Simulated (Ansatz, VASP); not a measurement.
## Cross-check of InAs between VASP and Ansatz

Aim: how closely do two programs agree when they are given the same cell, functional and k mesh? The cell is taken from a series of VASP runs on this material, whose earlier steps may have relaxed, scaled or displaced it; both programs get it as it stands.

Calculated with Ansatz 0.2.0; plane waves, with VASP 6.6.1 beside it; relaxation of cell and atoms at PBEsol.

**1. The starting structure**

It takes space group F-43m (No. 216, cubic). Conventional cell: a = 6.091 Å, b = 6.091 Å, c = 6.091 Å, α = 90.00°, β = 90.00°, γ = 90.00°. In has 4 As at 2.64 Å nearest. Nearest to As lie 4 In at 2.64 Å. Farther neighbours are not listed.

Structure file:

```xyz
2
Lattice="0.0000 3.0456 3.0456 3.0456 0.0000 3.0456 3.0456 3.0456 0.0000" Properties=species:S:1:pos:R:3 pbc="T T T"
In    0.0000    0.0000    0.0000
As    1.5228    1.5228    1.5228
```

**2. VASP: relaxation of cell and atoms, PBEsol**

The relaxed volume is the usual yardstick between codes: its relative difference is about their pressure difference at one cell divided by the bulk modulus.

Lines of VASP's logs that name or quote its potential files are left out, and so is its time.

INCAR reads:

```
SYSTEM = InAs
PREC = Accurate
ENCUT = 450
EDIFF = 1E-07
NELM = 120
ISMEAR = 0
SIGMA = 0.02
LREAL = .FALSE.
ALGO = Normal
GGA = PS
NBANDS = 15
LASPH = .TRUE.
LORBIT = 11
LWAVE = .FALSE.
LCHARG = .FALSE.
KPAR = 16
IBRION = 2
NSW = 40
ISIF = 3
EDIFFG = -0.005
POTIM = 0.4
```

POSCAR reads:

```
InAs
1.0
    0.0000000000      3.0456045430      3.0456045430
    3.0456045430      0.0000000000      3.0456045430
    3.0456045430      3.0456045430      0.0000000000
In As
1 1
Direct
    0.0000000000      0.0000000000      0.0000000000
    0.2500000000      0.2500000000      0.2500000000
```

KPOINTS reads:

```
Automatic mesh
0
Gamma
9 9 9
0 0 0
```

PAW data sets: In_d and As (PBE family, release 64).

The run is started by

```bash
$ mpirun -np 16 vasp_std
```

Numbers of over 12 decimals in the logs are rounded to 6 here.

The program printed:

```text
[banner, memory and clock lines left out]
running   16 mpi-ranks, on    1 nodes
 distrk:  each k-point on    1 cores,   16 groups
 distr:  one band on    1 cores,    1 groups

 POSCAR found type information on POSCAR InAs
 POSCAR found :  2 types and       2 ions
|                                                                             |
|           W    W    AA    RRRRR   N    N  II  N    N   GGGG   !!!           |
|           W    W   A  A   R    R  NN   N  II  NN   N  G    G  !!!           |
|           W    W  A    A  R    R  N N  N  II  N N  N  G       !!!           |
|           W WW W  AAAAAA  RRRRR   N  N N  II  N  N N  G  GGG   !            |
|           WW  WW  A    A  R   R   N   NN  II  N   NN  G    G                |
|           W    W  A    A  R    R  N    N  II  N    N   GGGG   !!!           |
|                                                                             |
|     For optimal performance we recommend to set                             |
|       NCORE = 2 up to number-of-cores-per-socket                            |
|     NCORE specifies how many cores store one orbital (NPAR=cpu/NCORE).      |
|     This setting can greatly improve the performance of VASP for DFT.       |
|     The default, NCORE=1 might be grossly inefficient on modern             |
|     multi-core architectures or massively parallel machines. Do your        |
|     Unfortunately you need to use the default for GW and RPA                |
|     calculations (for HF NCORE is supported but not extensively tested      |
|     yet).                                                                   |
|                                                                             |

|                                                                             |
|               ----> ADVICE to this user running VASP <----                  |
|                                                                             |
|     You enforced a specific xc type in the INCAR file but a different       |
|     [... a line on the potential file left out ...]
|     I HOPE YOU KNOW WHAT YOU ARE DOING!                                     |
|                                                                             |

 LDA part: xc-table for (Slater+PW92), standard interpolation
 POSCAR, INCAR and KPOINTS ok, starting setup
 FFT: planning ... GRIDC
 FFT: planning ... GRID_SOFT
 FFT: planning ... GRID
 WAVECAR not read
 entering main loop
       N       E                     dE             d eps       ncg     rms          rms(c)
DAV:   1     0.105999339067E+03    0.10600E+03   -0.77527E+03  1050   0.116E+03
DAV:   2    -0.172912698449E+01   -0.10773E+03   -0.10374E+03  1127   0.283E+02
DAV:   3    -0.860209019903E+01   -0.68730E+01   -0.68405E+01  1372   0.745E+01
DAV:   4    -0.877300027284E+01   -0.17091E+00   -0.17088E+00  1349   0.133E+01
DAV:   5    -0.877933420628E+01   -0.63339E-02   -0.63339E-02  1550   0.208E+00    0.429E+00
DAV:   6    -0.852053817976E+01    0.25880E+00   -0.39833E-01  1639   0.118E+01    0.236E+00
DAV:   7    -0.849016585282E+01    0.30372E-01   -0.10737E-01  1470   0.334E+00    0.679E-01
DAV:   8    -0.848864766679E+01    0.15182E-02   -0.12391E-02  1367   0.134E+00    0.187E-01
DAV:   9    -0.848889499163E+01   -0.24732E-03   -0.87261E-04  1281   0.285E-01    0.107E-01
DAV:  10    -0.848896294531E+01   -0.67954E-04   -0.12216E-04  1642   0.157E-01    0.666E-02
DAV:  11    -0.848898196337E+01   -0.19018E-04   -0.55166E-05  1190   0.105E-01    0.512E-02
DAV:  12    -0.848898196075E+01    0.26134E-08   -0.57608E-06  1183   0.252E-02    0.840E-03
DAV:  13    -0.848898207491E+01   -0.11416E-06   -0.11745E-06  1407   0.598E-03    0.393E-03
DAV:  14    -0.848898201898E+01    0.55929E-07   -0.64298E-08   967   0.256E-03
   1 F= -.84889820E+01 E0= -.84889609E+01  d E =-.848898E+01
 curvature:   0.00 expect dE= 0.000E+00 dE for cont linesearch  0.000E+00
 trial: gam= 0.00000 g(F)=  0.460E-47 g(S)=  0.247E-06 ort = 0.000E+00 (trialstep = 0.100E+01)
 search vector abs. value=  0.247E-06
 reached required accuracy - stopping structural energy minimisation
```

Parts of OUTCAR (step 2):

```text
ion  position               nearest neighbor table
   1  0.000  0.000  0.000-   2 2.64   2 2.64   2 2.64   2 2.64
   2  0.250  0.250  0.250-   1 2.64   1 2.64   1 2.64   1 2.64

  LATTYP: Found a face centered cubic cell.
 ALAT       =     6.0912090860

 Subroutine GETGRP returns: Found 24 space group operations
 (whereof 24 operations were pure point group operations)

The static configuration has the point symmetry T_d .

 Found     35 irreducible k-points:

   k-points           NKPTS =     35   k-points in BZ     NKDIM =     35   number of bands    NBANDS=     15

   dimension x,y,z NGX =    30 NGY =   30 NGZ =   30
   dimension x,y,z NGXF=    60 NGYF=   60 NGZF=   60

   ENCUT  =  450.0 eV  33.07 Ry    5.75 a.u.   7.45  7.45  7.45*2*pi/ulx,y,z

   NELECT =      18.0000    total number of electrons

 k-points in reciprocal lattice and weights: Automatic mesh
   0.00000000  0.00000000  0.00000000       0.001
   0.11111111  0.00000000  0.00000000       0.011
   0.22222222  0.00000000  0.00000000       0.011
   0.33333333  0.00000000  0.00000000       0.011
   0.44444444  0.00000000  0.00000000       0.011
   0.11111111  0.11111111  0.00000000       0.008
   0.22222222  0.11111111  0.00000000       0.033
   0.33333333  0.11111111  0.00000000       0.033
   0.44444444  0.11111111  0.00000000       0.033
[...]
-0.33333333  0.44444444  0.11111111       0.033
  -0.33333333  0.44444444  0.22222222       0.033

 average (electrostatic) potential at core
       1 -96.6205       2 -49.7010

 E-fermi :   4.1613

 k-point     1 :       0.0000    0.0000    0.0000
  band No.  band energies     occupation
    ...
      6      -7.5954      2.00000
      7       3.7624      2.00000
      8       4.1552      1.33334
      9       4.1552      1.33334
     10       4.1552      1.33333
     11       8.0014      0.00000
     12       8.0014      0.00000
     13       8.0014      0.00000
     14      11.4049      0.00000
     15      13.7636      0.00000

 k-point     2 :       0.1111    0.0000    0.0000
  band No.  band energies     occupation
    ...
      5     -10.0152      2.00000
      6      -7.4711      2.00000
      7       2.4150      2.00000
      8       4.0031      2.00000
      9       4.0031      2.00000
     10       5.0597      0.00000
     11       8.0736      0.00000
     12       8.2253      0.00000
     13       8.2253      0.00000
     14      12.1144      0.00000
    ...

 k-point     3 :       0.2222    0.0000    0.0000
  band No.  band energies     occupation
    ...
      5     -10.0145      2.00000
      6      -7.1237      2.00000
      7       0.8311      2.00000
      8       3.6800      2.00000
      9       3.6800      2.00000
     10       5.3022      0.00000
     11       8.6309      0.00000
     12       8.6309      0.00000
     13       8.8614      0.00000
     14      12.4333      0.00000
    ...

  Total        0.0020639      0.0020639      0.0020639      0.0000000      0.0000000     -0.0000000
  in kB        0.0585261      0.0585261      0.0585261      0.0000000      0.0000000     -0.0000000
  external PRESSURE =       0.0585261 kB  Pullay stress =       0.0000000 kB

  energy-cutoff  :      450.00
  volume of cell :       56.50
      direct lattice vectors                 reciprocal lattice vectors
     0.000000000  3.045604543  3.045604543    -0.164171019  0.164171019  0.164171019
     3.045604543  0.000000000  3.045604543     0.164171019 -0.164171019  0.164171019
     3.045604543  3.045604543  0.000000000     0.164171019  0.164171019 -0.164171019

 POSITION                                       TOTAL-FORCE (eV/Angst)
 -----------------------------------------------------------------------------------
      0.00000      0.00000      0.00000        -0.000000     -0.000000     -0.000000
      1.52280      1.52280      1.52280         0.000000      0.000000      0.000000
 -----------------------------------------------------------------------------------
    total drift:                                0.000000      0.000000      0.000000

  FREE ENERGIE OF THE ION-ELECTRON SYSTEM (eV)
  ---------------------------------------------------
  free  energy   TOTEN  =        -8.4889820190 eV

  energy  without entropy=       -8.4889396974  energy(sigma->0) =       -8.48896086

 reached required accuracy - stopping structural energy minimisation

 total charge
# of ion       s       p       d       tot
------------------------------------------
    1        0.849   0.717   9.886  11.452
    2        1.225   1.547   0.021   2.793
--------------------------------------------------
tot          2.074   2.263   9.907  14.244

[... 3 further parts left out ...]
```

CONTCAR:

```
InAs
   1.00000000000000
     0.0000000000000000    3.0456045430000001    3.0456045430000001
     3.0456045430000001    0.0000000000000000    3.0456045430000001
     3.0456045430000001    3.0456045430000001    0.0000000000000000
  In              As
     1     1
Direct
     0.0000000000000000    0.0000000000000000    0.0000000000000000
     0.2500000000000000    0.2500000000000000    0.2500000000000000
```

**3. Ansatz: relaxation of cell and atoms, PBEsol**

Ansatz runs on its default PAW (the set named soft_2) files.

The same cell, functional, mesh and smearing now go to Ansatz, which takes its cutoff from its data sets.

input.yaml reads:

```yaml
crystal:
  lattice:
    - [0.0, 3.045604543, 3.045604543]
    - [3.045604543, 0.0, 3.045604543]
    - [3.045604543, 3.045604543, 0.0]
  atoms:
    - { symbol: In, position: [0.0, 0.0, 0.0] }
    - { symbol: As, position: [0.25, 0.25, 0.25] }
hamiltonian:
  xc: pbesol
  pseudopotentials: { kind: paw }
kpoints:
  mp_grid: { grid: [9, 9, 9] }
scf:
  occupations: { method: gaussian, width: 0.02 }
relax:
  f_tol: 0.01
  max_steps: 60
  cell: { stress_tol: 0.05 }
output:
  forces: true
  stress: true
  write_density: true
  write_potential: true
  elf: true
  volumetric_format: npy
```

The run is started by

```bash
$ ansatz run input.yaml --threads 4 --pin off --max-ram 9216MiB --backend cpu --events-out ev --progress --plain --runs-dir out
```

The program printed:

```text
Engine: ansatz 0.2.0, x86_64-unknown-linux-gnu
Pseudopotentials: kind: paw
Pseudopotential: In, paw, valence charge 13, recommended cutoff 420 eV (normal), In.paw.azcp
Pseudopotential: As, paw, valence charge 15, recommended cutoff 420 eV (normal), As.paw.azcp
Functional definition: PBEsol
  exchange = pbesol_x
  correlation = pbesol_c
Crystal: 2 atoms, lattice volume = 56.500 Å³
Basis set: ecut = 420 eV, 1067 PW (Γ), exchange–correlation on 60×60×60 points (8 copies of the dense FFT grid, shifted against one another)
Bands: 18, of which v1, the nominal top of the filled ones, is band 14 counted from 1 (13 counted from 0)
Symmetry: 24 space group operations
Space group: F-43m (ITA 216), of the structure as read, at distance tolerance 3.8e-5 Å
k-points: 35 of 729 (time reversal used)
Non-local potential: In, projectors of the file, l = 0: 2, l = 1: 2, l = 2: 2, l = 3: 2
Non-local potential: As, projectors of the file, l = 0: 2, l = 1: 2, l = 2: 3, l = 3: 1
PAW form: soft (Blöchl's): semilocal exchange-correlation on the pseudo side does not see the compensation charge
PAW frozen core: In, regenerated for the run's functional, and the local potential with it (the file was generated under x = pbe(κ = 0.804, μ = 0.219515), c = pbe(β = 0.066725))
PAW frozen core: As, regenerated for the run's functional, and the local potential with it (the file was generated under x = pbe(κ = 0.804, μ = 0.219515), c = pbe(β = 0.066725))
PAW one-centre angular grid: In, 590 points (default); XC on 64 Gauss nodes
PAW one-centre angular grid: As, 590 points (default); XC on 64 Gauss nodes
Initial density: superposition of atomic densities (neutral atoms: chi_scale 0, normalization atom), corrected by the library's trained network
Initial wavefunctions: pseudopotential atomic-orbital guess
Functional: x = pbesol(κ = 0.804, μ = 0.123457), c = pbesol(β = 0.046)
SCF iter   1: F=—  HF=-10338.834105 eV  |F-HF|=—  |Δ(HF+E_count)|=         —  Δρ=4.46e-3  dr2=1.94e-2  ethr=1.77e-3  ⟨swp⟩=6.0  Hψ=3055  notcnv=0
preconditioner: auto → none  [insulator: Δε(μ)=0.797 eV  Ē_g=14.531 eV  σ=0.020 eV  W_gap=0.67  n_scr=14 (ndim 8)  ℏωp=21.0 eV  f_vac=0.112  D(μ)=0.21/eV (n_scr^D=0)  ε∞_Penn≈3.1]
SCF iter   2: F=—  HF=-10338.826815 eV  |F-HF|=—  |Δ(HF+E_count)|=   7.29e-3  Δρ=1.43e-3  dr2=9.85e-4  ethr=6.93e-5  ⟨swp⟩=2.5  Hψ=1205  notcnv=0
SCF iter   3: F=—  HF=-10338.826680 eV  |F-HF|=—  |Δ(HF+E_count)|=   1.35e-4  Δρ=4.82e-4  dr2=1.43e-4  ethr=3.52e-6  ⟨swp⟩=2.0  Hψ=1260  notcnv=0
SCF iter   4: F=—  HF=-10338.826712 eV  |F-HF|=—  |Δ(HF+E_count)|=   3.27e-5  Δρ=2.03e-4  dr2=1.52e-5  ethr=5.10e-7  ⟨swp⟩=2.0  Hψ=761  notcnv=0
SCF iter   5: F=—  HF=-10338.826727 eV  |F-HF|=—  |Δ(HF+E_count)|=   1.48e-5  Δρ=1.58e-5  dr2=8.91e-8  ethr=5.44e-8  ⟨swp⟩=2.0  Hψ=747  notcnv=0
SCF iter   6: F=-10338.826727 eV  HF=-10338.826727 eV  |F-HF|=2.46e-9  |Δ(HF+E_count)|=   3.81e-8  Δρ=2.98e-6  dr2=3.85e-9  ethr=3.18e-10  ⟨swp⟩=5.9  Hψ=3726  notcnv=0
SCF 1 converged in 6 iterations: F = -10338.826727 eV  dr2 = 3.85e-9
  greatest PAW one-centre occupation: 0.999 electrons in one spin orbital (limit 2), on the As atom at site 1 (counted from 0), in its partial waves of l = 2
relax step   1: F+E_penalty+E_count = -10338.82672718 eV  Δ(F+E_penalty+E_count) = +0.000e0 eV  max|allowed force component| = 1.122e-16 eV/Å  Δτ_max = 0.0000 Å  P = -0.108 GPa  Ω = 56.500 Å³  (6 SCF iters, dr2 threshold 1.00e-7 eV, accepted)
[...]
relax step   2: F+E_penalty+E_count = -10338.82678740 eV  Δ(F+E_penalty+E_count) = -6.022e-5 eV  max|allowed force component| = 5.725e-17 eV/Å  Δτ_max = 0.0000 Å  P = +0.041 GPa  Ω = 56.349 Å³  energy of the carried Pulay correction = +2.818e-5 eV  (4 SCF iters, dr2 threshold 2.93e-8 eV, accepted)
[...]
relax step   3: F+E_penalty+E_count = -10338.82676274 eV  Δ(F+E_penalty+E_count) = +2.466e-5 eV  max|allowed force component| = 3.029e-17 eV/Å  Δτ_max = 0.0000 Å  P = +0.041 GPa  Ω = 56.349 Å³  stress off target by 4.06e-2 GPa  SCF on the basis re-selected at this cell (its energy is not comparable with the rows above)  (4 SCF iters)
basis re-selected at this cell: Δ(F+E_penalty+E_count) = +2.466e-5 eV, ΔP = -0.000 GPa vs the last step (what re-selecting the basis moved, of the pressure what is left beyond the Pulay correction that the steps carried, after the strain that the cell walked since its last selection, with what the two solves' SCF thresholds leave and, on support functions, any second-order correction that the steps lacked; it is no m [...]
SCF converged after 4 iterations
Free energy (F): -10338.826763 eV
Harris-Foulkes:  -10338.826763 eV  (|F-HF|=1.82e-12)
Internal energy: -10338.826720 eV  (E = F + TS)
E sigma→0 (E₀):  -10338.826742 eV
Entropy (-TS):   -0.000042 eV (-0.021 meV/atom)
Fermi energy:    7.461144 eV
--- Per-component energies (eV) ---
  E_band       = -321.792849
  E_kinetic    = 346.714804
  E_local      = -3303.442751  (includes V_loc(G=0)·N_el)
  E_nonlocal   = -299.777548
  E_hartree    = 1593.100424
  E_xc         = -291.837411
  E_vxc        = -178.754388  (∫ρ·V_xc dr)
  E_paw        = -5877.662379  (= ΣΔE_a)
  E_vpaw       = -72.733776  (= ΣTr[D̂ρ^β])
  E_aug_tail   = 0.000034  (compensation charges beyond the density's cutoff)
  E_ewald      = -2507.124224
  E_core_change = 1.202331  (= ΣΔE_core)
  E_smearing   = -0.000042  (= −TS)
  E_closure    = -0.000000  (closes the sum)
  Σ components = -10338.826763   (vs F -10338.826763, Δ=0.00e0)
--- Forces (eV/Å), atoms counted from 1 ---
  atom   1  In     0.00000000    -0.00000000    -0.00000000
  atom   2  As    -0.00000000     0.00000000     0.00000000
  max |Σ_I F_I| component: 5.05e-17 eV/Å
--- Stress (GPa, compression-positive) ---
        0.040554      -0.000000       0.000000
        0.000000       0.040554       0.000000
        0.000000       0.000000       0.040554
  P = ⅓ Tr σ = 0.0406 GPa (0.406 kbar)
--- Band table (eV; the first three rows and the last of 35) ---
  k-point 0: bands = [... 10 lower, -4.3147, 7.0700, 7.4551, 7.4551, 7.4551, 11.3141, 11.3141, 11.3141]
  k-point 1: bands = [... 10 lower, -4.1900, 5.7169, 7.3029, 7.3029, 8.3653, 11.3853, 11.5383, 11.5383]
  k-point 2: bands = [... 10 lower, -3.8414, 4.1304, 6.9794, 6.9794, 8.6099, 11.9446, 11.9446, 12.1721]
  k-point 34: bands = [... 10 lower, -2.3739, 1.8452, 4.4231, 4.9339, 11.2983, 11.4433, 12.3952, 14.0271]
--- Relaxed structure (2 steps of the walk, 2 accepted, 1 SCFs on fresh bases) ---
  F+E_penalty+E_count = -10338.82676274 eV   max|allowed force component| = 3.029e-17 eV/Å   (the final SCF, on the basis selected at the relaxed cell)
  cell:  # Å, volume = 56.3492 Å³
    - [0, 3.042888, 3.042888]
    - [3.042888, 0, 3.042888]
    - [3.042888, 3.042888, 0]
  atoms:
    - { symbol: In, position: [0, 0, 0] }
    - { symbol: As, position: [0.25, 0.25, 0.25] }
```

Wall time 2.8 s (4 threads of Intel Xeon 6975P-C (Granite Rapids), shared host); peak memory 0.45 GiB.

**4. Comparison**

Known differences besides the potentials themselves: both relaxations stop at a tolerance, which leaves soft axes loose, and VASP keeps its plane-wave basis; the data sets hold 28 valence electrons in Ansatz (default PAW (the set named soft_2) files) and 18 in VASP; the cutoff is 420 eV in Ansatz and 450 eV in VASP; Ansatz makes its cores anew for this functional, VASP keeps those of its PBE data sets; Ansatz adds a Pulay correction to the stress that steers its cell, VASP none. Total energies have different zeros and are not compared.

Both answers:

| quantity | Ansatz | VASP | difference |
| --- | --- | --- | --- |
| volume (Å³) | 56.35 | 56.50 | -0.27 % |
| edge a after relaxation, in the typed setting (Å) | 4.303 | 4.307 | -0.09 % |

The walks stopped with 0.04 GPa left in Ansatz and 0.01 GPa in VASP; each walk ends within a tolerance, so the volume difference is uncertain by about these residues over the bulk modulus, most in soft cells.

**5. Outcome**

```json
{"difference in volume (relaxation of cell and atoms, PBEsol)": "-0.27 %"}
```

What this shows: The difference in volume is -0.27 % (relaxation of cell and atoms, PBEsol), within the 1.2 % picked in this series as the mark of a large difference, as far as the stopping tolerances let one tell. Such differences can come from data sets, numerical settings and the points named under the comparisons, not from the functional's error against experiment.

[Lines on the potential files, build, host, timing and source positions are cut from VASP's logs without a mark.]

[Logs are printed without paths, hosts, clocks, repeated set-up lines and the standing remarks that a program may print on its own settings, such as how far it seeks lower states.]

[Hosts, paths, dates, database ids (printed as entryN), source tags and the programs' standing remarks are cut or masked in the printed files.]
